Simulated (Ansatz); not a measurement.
LaAlO3 (R-3c-perovskite type, space group R-3c)

```
LaAlO3
1.0
    2.68351     1.54933     4.36933
   -2.68351     1.54933     4.36933
    0.00000    -3.09866     4.36933
La Al O
2 2 6
Direct
  0.25000   0.25000   0.25000
  0.75000   0.75000   0.75000
  0.00000   0.00000   0.00000
  0.50000   0.50000   0.50000
  0.77935   0.72065   0.25000
  0.25000   0.77935   0.72065
  0.72065   0.25000   0.77935
  0.22065   0.27935   0.75000
  0.75000   0.22065   0.27935
  0.27935   0.75000   0.22065
```

E(V) scan at fixed shape, V₀ the volume above. The atoms relax within the cell's symmetry.

Method: r2SCAN (plane waves to 500 eV, PAW, scalar-relativistic; Ansatz, a program for electronic structure). k mesh 8×8×8 (Γ-centred), Fermi-Dirac smearing 0.05 eV. Stress and pressure are positive under compression. The relaxing atoms change the space group within the scan (R-3m at V/V₀ = 0.840), so nothing is fitted. LaAlO3 is run without spin polarisation. LaAlO3 was relaxed with its symmetry unable to fall. The PAW data are Ansatz's earlier set.

At one point of the scan the stress tensor (GPa) is:

```
   33.6      0.0      0.0
    0.0     33.6      0.0
    0.0      0.0     34.9
```

Problem. Which point is it?
A. V/V₀ = 0.920
B. V/V₀ = 0.880
C. V/V₀ = 0.840
D. V/V₀ = 0.960

Solution. B, V/V₀ = 0.880

(Under strain, the slope of the energy per volume gives the stress and its curvature an elastic modulus.)
